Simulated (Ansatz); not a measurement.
# AlN: a line through an energy map, part 2 of 2

One line of a two-coordinate grid on AlN (P6_3/mmc, No. 194; 4 atoms in the cell): volume per atom is varied, at c/a of the conventional cell = 1.214.

Ansatz 0.2.0; DFT PBEsol, scalar-relativistic, plane waves, PAW.

**10. Point (10.239 Å³, 1.214)**

Contents of input.yaml:

```yaml
crystal:
  lattice:
    - [3.3895474246, 0.0, 0.0]
    - [-1.6947737123, 2.9354341771, 0.0]
    - [0.0, 0.0, 4.1162663925]
  atoms:
    - { symbol: Al, position: [0.3333333333, 0.6666666667, 0.75] }
    - { symbol: Al, position: [0.6666666667, 0.3333333333, 0.25] }
    - { symbol: "N", position: [0.3333333333, 0.6666666667, 0.25] }
    - { symbol: "N", position: [0.6666666667, 0.3333333333, 0.75] }
basis:
  ecutwfc: 520.0
kpoints:
  mp_grid: { grid: [9, 9, 6] }
hamiltonian:
  xc: pbesol
  pseudopotentials: { kind: paw, azcp: { folder: soft_1 } }
scf:
  occupations: { method: gaussian, width: 0.05 }
output:
  forces: true
  stress: true
  eigenvalues: true
```

Started as:

```console
> ansatz run input.yaml --threads 1 --pin off --max-ram 2048MiB --backend cpu --events-out ev --progress --plain --runs-dir out
```

The log of the run (excerpt; [...] marks lines left out):

```text
[...]
SCF converged after 7 iterations
Free energy (F): -1811.487184 eV
[...]
E sigma→0 (E₀):  -1811.487184 eV
Fermi energy:    9.898121 eV
[...]
--- Forces (eV/Å), atoms counted from 1 ---
  atom   1  Al     0.00000000    -0.00000000     0.00000000
  atom   2  Al     0.00000000     0.00000000     0.00000000
  atom   3  N      0.00000000     0.00000000     0.00000000
  atom   4  N      0.00000000    -0.00000000     0.00000000
[...]
--- Stress (GPa, compression-positive) ---
      -11.704103       0.000000       0.000000
        0.000000     -11.704103       0.000000
        0.000000       0.000000      -5.244178
  P = ⅓ Tr σ = -9.5508 GPa (-95.508 kbar)
--- Band table (eV; the first three rows and the last of 48) ---
  k-point 0: bands = ["-8.0166", "-4.2984", "1.8707", "5.2069", "5.2069", "7.0455", "7.0455", "8.3539", "11.4424", "12.4909", "16.3003", "16.3003"]
[...]
```

It took 0.72 s on 1 thread of AMD EPYC 9R45 (Zen 5), shared host; peak memory 0.37 GiB.

On the map this point reads 19 meV/atom.

**11. Point (10.473 Å³, 1.214)**

Edit input.yaml of step 10 so:

```diff
@@ -2,5 +2,5 @@
   lattice:
-    - [3.3895474246, 0.0, 0.0]
-    - [-1.6947737123, 2.9354341771, 0.0]
-    - [0.0, 0.0, 4.1162663925]
+    - [3.4151745194, 0.0, 0.0]
+    - [-1.7075872597, 2.9576278921, 0.0]
+    - [0.0, 0.0, 4.1473879364]
   atoms:
```

Started as:

```console
> ansatz run input.yaml --threads 1 --pin off --max-ram 2048MiB --backend cpu --events-out ev --progress --plain --runs-dir out
```

The log of the run (excerpt; [...] marks lines left out):

```text
Warning: <dir> the record states the generating functional pbe (its physics header spells it `PBE`), which answers neither for hamiltonian.xc's functional nor for the pbesol family's — results may be inconsistent (PPs are generated against a specific XC)
[...]
Warning: RAYON_NUM_THREADS=1 ignored (pool sized by the plan → 1); use --threads N
[...]
[... 4 set-up lines as earlier in the session ...]
[...]
Crystal: 4 atoms, lattice volume = 41.892 Å³
Basis set: ecut = 520 eV, 1131 PW (Γ), exchange–correlation on 54×54×64 points (8 copies of the dense FFT grid, shifted against one another)
Bands: 12, of which v1, the nominal top of the filled ones, is band 8 counted from 1 (7 counted from 0)
[... 1 set-up line as earlier in the session ...]
Space group: P63/mmc (ITA 194), of the structure as read, at distance tolerance 3.5e-5 Å
k-points: 48 of 486
[...]
SCF iter   1: F=—  HF=-1813.792212 eV  |F-HF|=—  |Δ(HF+E_count)|=         —  Δρ=1.19e-1  dr2=7.61e0  ethr=3.10e-3  ⟨swp⟩=5.4  Hψ=3448  notcnv=0
[...]
SCF iter   7: F=-1811.419984 eV  HF=-1811.419984 eV  |F-HF|=1.26e-10  |Δ(HF+E_count)|=   2.37e-8  Δρ=1.13e-6  dr2=2.56e-10  ethr=1.71e-10  ⟨swp⟩=1.7  Hψ=1758  notcnv=0
[...]
SCF converged after 7 iterations
Free energy (F): -1811.419984 eV
[...]
E sigma→0 (E₀):  -1811.419984 eV
Fermi energy:    9.549449 eV
[...]
--- Forces (eV/Å), atoms counted from 1 ---
  atom   1  Al     0.00000000    -0.00000000     0.00000000
  atom   2  Al     0.00000000     0.00000000     0.00000000
  atom   3  N     -0.00000000     0.00000000     0.00000000
  atom   4  N      0.00000000    -0.00000000     0.00000000
[...]
--- Stress (GPa, compression-positive) ---
      -15.476813      -0.000000       0.000000
        0.000000     -15.476813       0.000000
        0.000000       0.000000      -9.185308
  P = ⅓ Tr σ = -13.3796 GPa (-133.796 kbar)
--- Band table (eV; the first three rows and the last of 48) ---
  k-point 0: bands = ["-8.1139", "-4.5083", "1.7324", "5.0050", "5.0050", "6.8188", "6.8188", "8.0840", "11.0149", "12.0467", "15.9181", "15.9181"]
[...]
```

It took 0.68 s on 1 thread of AMD EPYC 9R45 (Zen 5), shared host; peak memory 0.37 GiB.

On the map this point reads 36 meV/atom.

**12. Changing settings: occupations.width 0.15**

Edit input.yaml of step 11 so:

```diff
@@ -18,6 +18,6 @@
 scf:
-  occupations: { method: gaussian, width: 0.05 }
+  occupations: { method: gaussian, width: 0.15 }
 output:
   forces: true
+  eigenvalues: true
   stress: true
-  eigenvalues: true
```

Started as:

```console
> ansatz run input.yaml --threads 1 --pin off --max-ram 2048MiB --backend cpu --events-out ev --progress --plain --runs-dir out
```

The log of the run (excerpt; [...] marks lines left out):

```text
Warning: <dir> the record states the generating functional pbe (its physics header spells it `PBE`), which answers neither for hamiltonian.xc's functional nor for the pbesol family's — results may be inconsistent (PPs are generated against a specific XC)
[...]
Warning: RAYON_NUM_THREADS=1 ignored (pool sized by the plan → 1); use --threads N
[...]
[... 4 set-up lines as earlier in the session ...]
[...]
Crystal: 4 atoms, lattice volume = 41.892 Å³
Basis set: ecut = 520 eV, 1131 PW (Γ), exchange–correlation on 54×54×64 points (8 copies of the dense FFT grid, shifted against one another)
Bands: 12, of which v1, the nominal top of the filled ones, is band 8 counted from 1 (7 counted from 0)
[... 2 set-up lines as earlier in the session ...]
k-points: 48 of 486
[...]
SCF iter   1: F=—  HF=-1813.792216 eV  |F-HF|=—  |Δ(HF+E_count)|=         —  Δρ=1.19e-1  dr2=7.61e0  ethr=3.10e-3  ⟨swp⟩=5.2  Hψ=3392  notcnv=0
[...]
SCF iter   7: F=-1811.419984 eV  HF=-1811.419984 eV  |F-HF|=1.22e-10  |Δ(HF+E_count)|=   2.35e-8  Δρ=1.12e-6  dr2=2.52e-10  ethr=1.71e-10  ⟨swp⟩=1.7  Hψ=1763  notcnv=0
[...]
SCF converged after 7 iterations
Free energy (F): -1811.419984 eV
[...]
E sigma→0 (E₀):  -1811.419984 eV
Fermi energy:    9.549449 eV
[...]
--- Forces (eV/Å), atoms counted from 1 ---
  atom   1  Al    -0.00000000    -0.00000000     0.00000000
  atom   2  Al    -0.00000000     0.00000000     0.00000000
  atom   3  N     -0.00000000     0.00000000     0.00000000
  atom   4  N      0.00000000    -0.00000000     0.00000000
[...]
--- Stress (GPa, compression-positive) ---
      -15.476813      -0.000000       0.000000
       -0.000000     -15.476813       0.000000
        0.000000       0.000000      -9.185308
  P = ⅓ Tr σ = -13.3796 GPa (-133.796 kbar)
--- Band table (eV; the first three rows and the last of 48) ---
  k-point 0: bands = ["-8.1139", "-4.5083", "1.7324", "5.0050", "5.0050", "6.8188", "6.8188", "8.0840", "11.0149", "12.0467", "15.9181", "15.9181"]
[...]
```

Wall time 0.7 s (1 thread of AMD EPYC 9R45 (Zen 5), shared host); peak memory 0.37 GiB.

| run | ending | energy change | pressure (GPa) | gap (eV) | force (eV/Å) | cycles | time |
| --- | --- | --- | --- | --- | --- | --- | --- |
| step 11 | converged | 0 | -13.4 | 2.93 | 0.00 | 7 | 0.68 s |
| variant | converged | 0.0 meV/atom (σ→0) | -13.4 | 2.93 | 0.00 | 7 | 0.7 s |

The changed input (smearing) leaves the energy the same to the digits printed.

**13. Grid point (10.708 Å³, 1.214)**

Edit input.yaml of step 11 so:

```diff
@@ -2,5 +2,5 @@
   lattice:
-    - [3.4151745194, 0.0, 0.0]
-    - [-1.7075872597, 2.9576278921, 0.0]
-    - [0.0, 0.0, 4.1473879364]
+    - [3.4405297792, 0.0, 0.0]
+    - [-1.7202648896, 2.9795861913, 0.0]
+    - [0.0, 0.0, 4.1781793639]
   atoms:
```

Started as:

```console
> ansatz run input.yaml --threads 1 --pin off --max-ram 2048MiB --backend cpu --events-out ev --progress --plain --runs-dir out
```

The log of the run (excerpt; [...] marks lines left out):

```text
Warning: <dir> the record states the generating functional pbe (its physics header spells it `PBE`), which answers neither for hamiltonian.xc's functional nor for the pbesol family's — results may be inconsistent (PPs are generated against a specific XC)
[...]
Warning: RAYON_NUM_THREADS=1 ignored (pool sized by the plan → 1); use --threads N
[...]
[... 4 set-up lines as earlier in the session ...]
[...]
Crystal: 4 atoms, lattice volume = 42.832 Å³
Basis set: ecut = 520 eV, 1143 PW (Γ), exchange–correlation on 54×54×64 points (8 copies of the dense FFT grid, shifted against one another)
Bands: 12, of which v1, the nominal top of the filled ones, is band 8 counted from 1 (7 counted from 0)
[... 2 set-up lines as earlier in the session ...]
k-points: 48 of 486
[...]
SCF iter   1: F=—  HF=-1813.624727 eV  |F-HF|=—  |Δ(HF+E_count)|=         —  Δρ=1.15e-1  dr2=7.45e0  ethr=3.10e-3  ⟨swp⟩=5.6  Hψ=3444  notcnv=0
[...]
SCF iter   6: F=-1811.331272 eV  HF=-1811.331272 eV  |F-HF|=6.32e-8  |Δ(HF+E_count)|=   2.20e-7  Δρ=1.26e-5  dr2=7.86e-8  ethr=6.25e-10  ⟨swp⟩=5.6  Hψ=2979  notcnv=0
[...]
SCF converged after 6 iterations
Free energy (F): -1811.331272 eV
[...]
E sigma→0 (E₀):  -1811.331272 eV
Fermi energy:    9.211730 eV
[...]
--- Forces (eV/Å), atoms counted from 1 ---
  atom   1  Al    -0.00000000     0.00000000    -0.00000000
  atom   2  Al     0.00000000    -0.00000000     0.00000000
  atom   3  N     -0.00000000    -0.00000000     0.00000000
  atom   4  N     -0.00000000     0.00000000    -0.00000000
[...]
--- Stress (GPa, compression-positive) ---
      -18.838317       0.000000      -0.000000
        0.000000     -18.838317       0.000000
       -0.000000       0.000000     -12.705696
  P = ⅓ Tr σ = -16.7941 GPa (-167.941 kbar)
--- Band table (eV; the first three rows and the last of 48) ---
  k-point 0: bands = ["-8.2076", "-4.7107", "1.5996", "4.8106", "4.8106", "6.5998", "6.5998", "7.8240", "10.5995", "11.6178", "15.5497", "15.5497"]
[...]
```

It took 0.62 s on 1 thread of AMD EPYC 9R45 (Zen 5), shared host; peak memory 0.38 GiB.

That is 58 meV/atom from the zero.

**14. Grid point (10.942 Å³, 1.214)**

Edit input.yaml of step 13 so:

```diff
@@ -2,5 +2,5 @@
   lattice:
-    - [3.4405297792, 0.0, 0.0]
-    - [-1.7202648896, 2.9795861913, 0.0]
-    - [0.0, 0.0, 4.1781793639]
+    - [3.4654111667, 0.0, 0.0]
+    - [-1.7327055834, 3.0011341049, 0.0]
+    - [0.0, 0.0, 4.2083953209]
   atoms:
```

Started as:

```console
> ansatz run input.yaml --threads 1 --pin off --max-ram 2048MiB --backend cpu --events-out ev --progress --plain --runs-dir out
```

The log of the run (excerpt; [...] marks lines left out):

```text
[...]
SCF converged after 6 iterations
Free energy (F): -1811.224183 eV
[...]
E sigma→0 (E₀):  -1811.224183 eV
Fermi energy:    8.887574 eV
[...]
--- Forces (eV/Å), atoms counted from 1 ---
  atom   1  Al    -0.00000000    -0.00000000     0.00000000
  atom   2  Al     0.00000000     0.00000000     0.00000000
  atom   3  N      0.00000000     0.00000000     0.00000000
  atom   4  N     -0.00000000    -0.00000000     0.00000000
[...]
--- Stress (GPa, compression-positive) ---
      -21.803202      -0.000000       0.000000
       -0.000000     -21.803202       0.000000
        0.000000       0.000000     -15.818788
  P = ⅓ Tr σ = -19.8084 GPa (-198.084 kbar)
--- Band table (eV; the first three rows and the last of 48) ---
  k-point 0: bands = ["-8.2969", "-4.9042", "1.4734", "4.6251", "4.6251", "6.3903", "6.3903", "7.5758", "10.1993", "11.2069", "15.1970", "15.1970"]
[...]
```

It took 0.62 s on 1 thread of AMD EPYC 9R45 (Zen 5), shared host; peak memory 0.35 GiB.

That is 85 meV/atom from the zero.

**15. Results**

What follows sums up all 2 parts.

| volume per atom (Å³) | step | energy (meV/atom) | slope (meV/atom per Å³) | pressure (GPa) | band gap on the k-mesh (eV) |
| --- | --- | --- | --- | --- | --- |
| 8.597 | 3 | 118 | −217 | 34.8 | 4.27 |
| 8.832 | 4 | 73 | −162 | 26.0 | 4.09 |
| 9.066 | 5 | 41 | −114 | 18.2 | 3.92 |
| 9.301 | 6 | 20 | −70 | 11.3 | 3.75 |
| 9.535 | 7 | 8 | −32 | 5.1 | 3.58 |
| 9.770 | 8 | 4.4 | 2 | −0.4 | 3.41 |
| 10.004 | 9 | 9 | 33 | −5.2 | 3.25 |
| 10.239 | 10 | 19 | 60 | −9.6 | 3.09 |
| 10.473 | 11 | 36 | 84 | −13.4 | 2.93 |
| 10.708 | 13 | 58 | 105 | −16.8 | 2.77 |
| 10.942 | 14 | 85 | 124 | −19.8 | 2.62 |

Energies count from the relaxed crystal. Slopes come from the forces (and the stress, where the cell changes), not from differences of energies.

| run | outcome |
| --- | --- |
| step 12, run with occupations.width 0.15 (against step 11) | 0.0 meV/atom |

**Reading.** The lowest point of the line is at 9.770 Å³, 4.4 meV/atom from the zero. A fit to energies and slopes at the lowest point and its two neighbours puts the minimum at 9.7531 Å³, with a curvature of about 140 meV/atom per (Å³)². V·d²E/dV² there is about 220 GPa, a bulk modulus under this line's constraint. The highest point computed, at 8.597 Å³, lies 113 meV/atom above the lowest. This is one cut through a surface in two coordinates; the map's lowest point lies off it.

The gaps are Kohn-Sham values of a semilocal functional, not quasiparticle or optical gaps. Such gaps usually fall short of the measured ones.
